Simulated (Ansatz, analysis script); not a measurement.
**Magnetovolume effects in a linear Os chain, spacing 2.395 Å**

How do the moments of a linear Os chain, spacing 2.395 Å answer to compression and expansion?

Main program and level: Ansatz 0.2.0; PBE, PAW set soft_1.

### Step 1. The structure

The cell holds 1 atom: 1 Os. Its edges and angles: a = 12.000 Å, b = 12.000 Å, c = 2.395 Å, α = 90.0°, β = 90.0°, γ = 90.0°. An idealised lattice of chosen spacing, in vacuum. Vacuum lies along a and b. The structure's axis is c.

### Step 2. Starting state

The work starts on two spin channels, which tell the size of the moments.

File input.yaml:

```yaml
crystal:
  lattice:
    - [12.0, 0.0, 0.0]
    - [0.0, 12.0, 0.0]
    - [0.0, 0.0, 2.395]
  atoms:
    - { symbol: Os, position: [0.5, 0.5, 0.0], spin: 1.0 }
magnetization:
  spin_polarized: true
kpoints:
  mp_grid: { grid: [1, 1, 33] }
hamiltonian:
  xc: pbe
  pseudopotentials: { kind: paw, azcp: { folder: soft_1 } }
scf:
  occupations: { method: fermi_dirac, width: 0.05 }
  max_iter: 120
  convergence: { dr2_threshold: 1.0e-08 }
  lower_state_search: "off"
```

Started as:

```sh
$ ansatz run input.yaml --threads 2 --pin off --max-ram 5120MiB --backend cpu --events-out ev --progress --plain --runs-dir out
```

Numbers of over 12 decimals in the logs are rounded to 6 here.

Log:

```text
Engine: ansatz 0.2.0, aarch64-unknown-linux-gnu
Pseudopotentials: kind: paw
Pseudopotential: Os, paw, valence charge 16, recommended cutoff 420 eV (normal), soft_1/Os.paw.azcp
Functional definition: PBE
  parameter kappa = 0.804
  parameter beta = 0.066725
  exchange = pbe_x(kappa = kappa, mu = beta*pi^2/3)
  correlation = pbe_c(beta = beta)
Crystal: 1 atoms, lattice volume = 344.880 Å³
Basis set: ecut = 420 eV, 6641 PW (Γ)
Bands: 13, of which v1, the nominal top of the filled ones, is band 8 counted from 1 (7 counted from 0)
Symmetry: 16 space group operations
Space group: P4/mmm (ITA 123), of the structure as read, at distance tolerance 7.0e-5 Å
Magnetic group: BNS 123.339 (UNI 999), of the structure as read, at distance tolerance 7.0e-5 Å
k-points: 17 of 33
Non-local potential: Os, projectors of the file, l = 0: 3, l = 1: 2, l = 2: 2, l = 3: 1
PAW form: soft (Blöchl's): semilocal exchange-correlation on the pseudo side does not see the compensation charge
PAW one-centre angular grid: Os, 590 points (default); XC on 64 Gauss nodes
Initial density: superposition of atomic densities (neutral atoms: chi_scale 0, normalization atom)
Starting moments: Σ|m| = 1 μB on 1 of 1 site
Initial wavefunctions: pseudopotential atomic-orbital guess
Functional: x = pbe(κ = 0.804, μ = 0.219515), c = pbe(β = 0.066725)
iter 1 solved again at ethr=2.48e-3 eV; its pass at ethr=3.10e-3 eV (dr2=3.97e-1 eV) is discarded
SCF iter   1: F=—  HF=-11380.793532 eV  |F-HF|=—  |Δ(HF+E_count)|=         —  Δρ=8.60e-3 (↑7.07e-3 ↓8.60e-3)  dr2=3.96e-1  dr2_m=1.44e-1  M=0.804 μB ∫|m|=0.804 μB  β_m=0.30  ethr=2.48e-3  ⟨swp⟩=1.0  Hψ=3762  notcnv=0
preconditioner: auto → LDOS  [metal: Δε(μ)=0.013 eV  Ē_g=6.381 eV  σ=0.050 eV  W_gap=0.07  n_scr=28 (ndim 8)  ℏωp=5.7 eV  f_vac=0.826  D(μ)=4.34/eV (n_scr^D=24)]
spin=Collinear: LDOS preconditioning applied to the charge; magnetization (m = ρ↑ − ρ↓) channel mixes plain (no charge-response kernel on spin).
SCF iter   2: F=—  HF=-11380.751055 eV  |F-HF|=—  |Δ(HF+E_count)|=   4.25e-2  Δρ=5.84e-3 (↑5.84e-3 ↓5.56e-3)  dr2=1.87e-1  dr2_m=7.33e-2  M=0.857 μB ∫|m|=0.857 μB  β_m=0.30  ethr=2.47e-3  ⟨swp⟩=2.0  Hψ=496  notcnv=0
SCF iter   3: F=—  HF=-11380.722101 eV  |F-HF|=—  |Δ(HF+E_count)|=   2.90e-2  Δρ=4.53e-3 (↑4.53e-3 ↓3.45e-3)  dr2=5.34e-2  dr2_m=4.20e-2  M=0.898 μB ∫|m|=0.898 μB  β_m=0.30  ethr=1.17e-3  ⟨swp⟩=2.1  Hψ=712  notcnv=0
SCF iter   4: F=—  HF=-11380.721779 eV  |F-HF|=—  |Δ(HF+E_count)|=   3.22e-4  Δρ=2.86e-3 (↑2.82e-3 ↓2.86e-3)  dr2=5.22e-3  dr2_m=2.39e-2  M=0.926 μB ∫|m|=0.926 μB  β_m=0.30  ethr=3.34e-4  ⟨swp⟩=2.4  Hψ=729  notcnv=0  defer=7
SCF iter   5: F=—  HF=-11380.730506 eV  |F-HF|=—  |Δ(HF+E_count)|=   8.73e-3  Δρ=2.26e-3 (↑2.13e-3 ↓2.26e-3)  dr2=1.65e-3  dr2_m=1.49e-2  M=0.976 μB ∫|m|=0.977 μB  β_m=1.00  ethr=3.26e-5  ⟨swp⟩=2.8  Hψ=702  notcnv=0  defer=7
SCF iter   6: F=—  HF=-11380.749364 eV  |F-HF|=—  |Δ(HF+E_count)|=   1.89e-2  Δρ=2.10e-3 (↑2.10e-3 ↓1.86e-3)  dr2=3.26e-4  dr2_m=1.23e-2  M=1.152 μB ∫|m|=1.153 μB  β_m=1.00  ethr=1.03e-5  ⟨swp⟩=2.1  Hψ=871  notcnv=0  defer=7
SCF iter   7: F=—  HF=-11380.764805 eV  |F-HF|=—  |Δ(HF+E_count)|=   1.54e-2  Δρ=1.96e-3 (↑1.96e-3 ↓1.75e-3)  dr2=4.44e-4  dr2_m=1.09e-2  M=1.341 μB ∫|m|=1.342 μB  β_m=1.00  ethr=2.04e-6  ⟨swp⟩=2.7  Hψ=952  notcnv=0  defer=7
SCF iter   8: F=—  HF=-11380.776853 eV  |F-HF|=—  |Δ(HF+E_count)|=   1.20e-2  Δρ=1.43e-3 (↑1.43e-3 ↓1.41e-3)  dr2=1.68e-3  dr2_m=5.90e-3  M=1.501 μB ∫|m|=1.502 μB  β_m=1.00  ethr=2.04e-6  ⟨swp⟩=2.4  Hψ=788  notcnv=0  defer=7
SCF iter   9: F=—  HF=-11380.783397 eV  |F-HF|=—  |Δ(HF+E_count)|=   6.54e-3  Δρ=1.05e-3 (↑1.05e-3 ↓9.45e-4)  dr2=2.55e-3  dr2_m=2.35e-3  M=1.608 μB ∫|m|=1.609 μB  β_m=1.00  ethr=2.04e-6  ⟨swp⟩=2.0  Hψ=729  notcnv=0  defer=7
SCF iter  10: F=—  HF=-11380.785534 eV  |F-HF|=—  |Δ(HF+E_count)|=   2.14e-3  Δρ=5.06e-4 (↑5.06e-4 ↓3.16e-4)  dr2=4.75e-4  dr2_m=4.52e-4  M=1.653 μB ∫|m|=1.654 μB  β_m=1.00  ethr=2.04e-6  ⟨swp⟩=2.1  Hψ=840  notcnv=0  defer=7
SCF iter  11: F=—  HF=-11380.787148 eV  |F-HF|=—  |Δ(HF+E_count)|=   1.61e-3  Δρ=4.25e-4 (↑4.25e-4 ↓3.08e-4)  dr2=1.29e-3  dr2_m=1.10e-4  M=1.671 μB ∫|m|=1.672 μB  β_m=0.30  ethr=2.04e-6  ⟨swp⟩=2.2  Hψ=686  notcnv=0  defer=7
Mixer restart at iter 11: flushing history
spin-set hold released at iteration 11 (site moments contracting): the magnetisation degrees of freedom join the quasi-Newton model from the next iteration; the mixer history was flushed
SCF iter  12: F=—  HF=-11380.787602 eV  |F-HF|=—  |Δ(HF+E_count)|=   4.54e-4  Δρ=3.42e-4 (↑3.42e-4 ↓1.95e-4)  dr2=4.61e-4  dr2_m=1.41e-4  M=1.682 μB ∫|m|=1.683 μB  β_m=0.61  ethr=2.04e-6  ⟨swp⟩=2.5  Hψ=693  notcnv=0  defer=7
SCF iter  13: F=—  HF=-11380.788365 eV  |F-HF|=—  |Δ(HF+E_count)|=   7.64e-4  Δρ=1.62e-4 (↑1.62e-4 ↓1.24e-4)  dr2=2.59e-5  dr2_m=6.09e-5  M=1.705 μB ∫|m|=1.706 μB  β_m=0.73  ethr=2.04e-6  ⟨swp⟩=2.4  Hψ=708  notcnv=0  defer=7
SCF iter  14: F=—  HF=-11380.788450 eV  |F-HF|=—  |Δ(HF+E_count)|=   8.41e-5  Δρ=6.62e-5 (↑6.62e-5 ↓6.31e-5)  dr2=3.11e-6  dr2_m=1.21e-5  M=1.717 μB ∫|m|=1.718 μB  β_m=0.87  ethr=1.62e-7  ⟨swp⟩=2.6  Hψ=651  notcnv=0  defer=7
SCF iter  15: F=—  HF=-11380.788576 eV  |F-HF|=—  |Δ(HF+E_count)|=   1.26e-4  Δρ=1.02e-5 (↑7.48e-6 ↓1.02e-5)  dr2=4.86e-7  dr2_m=1.68e-7  M=1.723 μB ∫|m|=1.724 μB  β_m=0.88  ethr=1.94e-8  ⟨swp⟩=2.0  Hψ=714  notcnv=0  defer=7
SCF iter  16: F=—  HF=-11380.788576 eV  |F-HF|=—  |Δ(HF+E_count)|=   2.48e-7  Δρ=5.08e-6 (↑3.29e-6 ↓5.08e-6)  dr2=6.70e-8  dr2_m=4.14e-8  M=1.724 μB ∫|m|=1.725 μB  β_m=0.94  ethr=3.04e-9  ⟨swp⟩=2.1  Hψ=607  notcnv=0  defer=7
SCF iter  17: F=-11380.788576 eV  HF=-11380.788576 eV  |F-HF|=1.87e-9  |Δ(HF+E_count)|=   1.47e-7  Δρ=5.10e-7 (↑5.10e-7 ↓4.14e-7)  dr2=3.96e-9  dr2_m=2.51e-10  M=1.724 μB ∫|m|=1.725 μB  ethr=6.25e-11  ⟨swp⟩=1.1  Hψ=1275  notcnv=0
SCF 1 converged in 17 iterations: F = -11380.788576 eV  dr2 = 3.96e-9
  greatest PAW one-centre occupation: 1.000 electrons in one spin orbital (limit 2), on the Os atom at site 0 (counted from 0), in its partial waves of l = 0
SCF converged after 17 iterations
Magnetization: 1.7240 μB (8.8620 up, 7.1380 down)
Absolute magnetization: 1.7251 μB (∫|ρ↑−ρ↓|, with the PAW one-centre terms)
Spin contamination: 0.0024 ħ² per cell (⟨S²⟩ above its minimum at these occupations)
Per-site moments (μB) at R_I (Å): [(1.164117, 0.9879375)]
Free energy (F): -11380.788576 eV
Harris-Foulkes:  -11380.788576 eV  (|F-HF|=1.87e-9)
Internal energy: -11380.768989 eV  (E = F + TS)
E sigma→0 (E₀):  -11380.778782 eV
Entropy (-TS):   -0.019588 eV (-19.588 meV/atom)
Fermi energy:    -4.085026 eV
--- Per-component energies (eV) ---
  E_band       = -520.264837
  E_kinetic    = 485.921093
  E_local      = -5435.023022  (includes V_loc(G=0)·N_el)
  E_nonlocal   = 201.315660
  E_hartree    = 2358.328238
  E_xc         = -227.979072
  E_vxc        = -238.089515  (∫ρ·V_xc dr)
  E_paw        = -9048.169344  (= ΣΔE_a)
  E_vpaw       = -251.050931  (= ΣTr[D̂ρ^β])
  E_aug_tail   = 0.000457  (compensation charges beyond the density's cutoff)
  E_ewald      = 284.837002
  E_smearing   = -0.019588  (= −TS)
  E_closure    = -0.000000  (closes the sum)
  Σ components = -11380.788576   (vs F -11380.788576, Δ=0.00e0)
```

It took 5.7 s on 2 threads of Arm Neoverse V2, shared host; peak memory 0.5 GiB; 11 s of CPU time.

Spin moment in the atom's sphere by atom:

```
atom  spin moment in the atom's sphere (μB)
 Os1                                   1.16
```

The run ends ferromagnetic, with a net moment of 1.72 μB a cell. With one Os atom carrying the moment, parallel order of its images is forced by the cell, not found.

### Step 3. The same state on a denser mesh

Levels at the Fermi energy are partly filled, so moments and energy differences can hang on the k-mesh, and the state is solved again on a denser one.

input.yaml, the sections that differ from step 2:

```yaml
crystal:
  lattice:
    - [12.0, 0.0, 0.0]
    - [0.0, 12.0, 0.0]
    - [0.0, 0.0, 2.395]
  atoms:
    - { symbol: Os, position: [0.5, 0.5, 0.0], spin: 1.16 }
kpoints:
  mp_grid: { grid: [1, 1, 44] }
basis:
  ecutwfc: 420.0
checkpoint:
  read: start
  write: ck
  compress: false
  write_wavefunctions: false
  write_every: 100000
# magnetization, hamiltonian, scf: as in step 2
```

Log:

```text
[...]
SCF converged after 7 iterations
Magnetization: 1.6145 μB (8.8073 up, 7.1927 down)
Absolute magnetization: 1.6159 μB (∫|ρ↑−ρ↓|, with the PAW one-centre terms)
[...]
Per-site moments (μB) at R_I (Å): [(1.104752, 0.9879375)]
Free energy (F): -11380.792783 eV
[...]
Internal energy: -11380.774886 eV  (E = F + TS)
E sigma→0 (E₀):  -11380.783835 eV
Entropy (-TS):   -0.017897 eV (-17.897 meV/atom)
Fermi energy:    -4.099950 eV
[...]
```

It took 4.4 s on 2 threads; peak memory 0.54 GiB.

Spin moment in the atom's sphere by atom:

```
atom  spin moment in the atom's sphere (μB)
 Os1                                   1.10
```

The run ends ferromagnetic, with a net moment of 1.61 μB a cell, against 1.72 μB on the first mesh.

The cell's length along the chain is scaled by the factor named; fractional positions stay, and energies count from the lowest run.

### Step 4. Factor 0.88, typed moments

Three starts at each size show whether high-spin, low-spin and non-magnetic states coexist. One mesh, built for the smallest cell, and one cutoff serve all sizes, so that energies can be subtracted.

input.yaml, the sections that differ from step 3:

```yaml
crystal:
  lattice:
    - [12.0, 0.0, 0.0]
    - [0.0, 12.0, 0.0]
    - [0.0, 0.0, 2.1076]
  atoms:
    - { symbol: Os, position: [0.5, 0.5, 0.0], spin: 1.0 }
kpoints:
  mp_grid: { grid: [1, 1, 46] }
output:
  stress: true
# magnetization, hamiltonian, scf, basis: as in step 3
# checkpoint: removed
```

Started as:

```sh
$ ansatz run input.yaml --threads 1 --pin off --max-ram 2560MiB --backend cpu --events-out ev --progress --plain --runs-dir out
```

Log:

```text
Warning: output.stress: scf.convergence.dr2_threshold = 1e-8 eV is looser than the 1e-10 eV advised for a printed stress (1e-10 eV for each atom of the cell: 1). What an SCF threshold leaves in a stress goes as its square root, and in the free energy as the threshold itself, and one threshold admits the most on a small cell: [figures from the program's tests cut] Set scf.convergence.dr2_threshold to 1e-10 eV or tighter. The threshold is an SCF's pass mark: one that does not reach it within its budget of iterations ends unconverged, or closes short of it on a stop that the run arms, and scf.convergence.dr2_threshold's page says what that costs each kind of run
[...]
Crystal: 1 atoms, lattice volume = 303.494 Å³
Basis set: ecut = 420 eV, 6007 PW (Γ)
Bands: 13, of which v1, the nominal top of the filled ones, is band 8 counted from 1 (7 counted from 0)
Symmetry: 16 space group operations
[...]
k-points: 24 of 46
[...]
Starting moments: Σ|m| = 1 μB on 1 of 1 site
[...]
SCF iter   1: F=—  HF=-11380.844400 eV  |F-HF|=—  |Δ(HF+E_count)|=         —  Δρ=1.27e-2 (↑8.26e-3 ↓1.27e-2)  dr2=7.70e-1  dr2_m=2.26e-1  M=0.455 μB ∫|m|=0.455 μB  β_m=0.30  ethr=3.10e-3  ⟨swp⟩=7.1  Hψ=4375  notcnv=0
[...]
SCF iter  15: F=-11380.654332 eV  HF=-11380.654332 eV  |F-HF|=3.57e-10  |Δ(HF+E_count)|=   7.42e-9  Δρ=6.97e-8 (↑6.97e-8 ↓4.81e-8)  dr2=5.79e-11  dr2_m=2.82e-12  M=0.000 μB ∫|m|=0.000 μB  ethr=1.43e-11  ⟨swp⟩=2.0  Hψ=2063  notcnv=0
WARN: the starting moments were not kept: the SCF closed with an absolute magnetisation of 1.5e-6 μB, where they sum to 1 μB in size (1 site). That is at most 0.1 of that sum. Measured as dr2_m measures the in/out step, that magnetisation stands 6.1e-13 eV from none, at or under the dr2_threshold of 1.0e-8 eV: it is no larger than a step whose dr2_m would equal this threshold. The system may hold no moment; this SCF  [...]
SCF 1 converged in 15 iterations: F = -11380.654332 eV  dr2 = 5.79e-11
[...]
SCF converged after 15 iterations
Magnetization: 0.0000 μB (8.0000 up, 8.0000 down)
Absolute magnetization: 0.0000 μB (∫|ρ↑−ρ↓|, with the PAW one-centre terms)
[...]
Per-site moments (μB) at R_I (Å): [(5.56330007824115e-7, 0.869385)]
Free energy (F): -11380.654332 eV
[...]
Internal energy: -11380.639856 eV  (E = F + TS)
E sigma→0 (E₀):  -11380.647094 eV
Entropy (-TS):   -0.014476 eV (-14.476 meV/atom)
Fermi energy:    -3.747288 eV
[...]
--- Stress (GPa, compression-positive) ---
       -0.000066       0.000000       0.000000
        0.000000      -0.000066       0.000000
        0.000000       0.000000       5.610661
  P = ⅓ Tr σ = 1.8702 GPa (18.702 kbar)
```

It took 13 s on 1 thread; peak memory 0.51 GiB.

It ends non-magnetic, with 0 μB on the largest site.

### Step 5. Factor 0.88, starting moments cut to 30 %

The density is converged from the given moments; the state reached depends on that start.

input.yaml: that of step 4 with these lines changed.

```diff
@@ -6,3 +6,3 @@
   atoms:
-    - { symbol: Os, position: [0.5, 0.5, 0.0], spin: 1.0 }
+    - { symbol: Os, position: [0.5, 0.5, 0.0], spin: 0.3 }
 magnetization:
```

Log:

```text
[...]
Crystal: 1 atoms, lattice volume = 303.494 Å³
Basis set: ecut = 420 eV, 6007 PW (Γ)
Bands: 13, of which v1, the nominal top of the filled ones, is band 8 counted from 1 (7 counted from 0)
Symmetry: 16 space group operations
[...]
k-points: 24 of 46
[...]
Internal energy: -11380.639856 eV  (E = F + TS)
E sigma→0 (E₀):  -11380.647094 eV
Entropy (-TS):   -0.014476 eV (-14.476 meV/atom)
Fermi energy:    -3.747279 eV
[...]
--- Stress (GPa, compression-positive) ---
       -0.000066       0.000000       0.000000
        0.000000      -0.000066       0.000000
        0.000000       0.000000       5.610664
  P = ⅓ Tr σ = 1.8702 GPa (18.702 kbar)
[key lines of the parts left out:]
SCF converged after 15 iterations
Magnetization: -0.0000 μB (8.0000 up, 8.0000 down)
Free energy (F): -11380.654332 eV
```

Elapsed: 13 s, on 1 thread; peak memory 0.51 GiB.

It ends non-magnetic, with 0 μB on the largest site.

(Part 1 of 2 ends here.)

[Logs and program files are shortened in this print: banners, set-up blocks, solver, clock and traceback lines can be left out without a mark of their own.]

[Logs are printed without paths, hosts, clocks, repeated set-up lines and the standing remarks that a program may print on its own settings, such as how far it seeks lower states.]

[Hosts, paths, dates, database ids (printed as entryN), source tags and the programs' standing remarks are cut or masked in the printed files.]

[Where the input sets lower_state_search to off, the program did not look for lower states, so one may exist.]
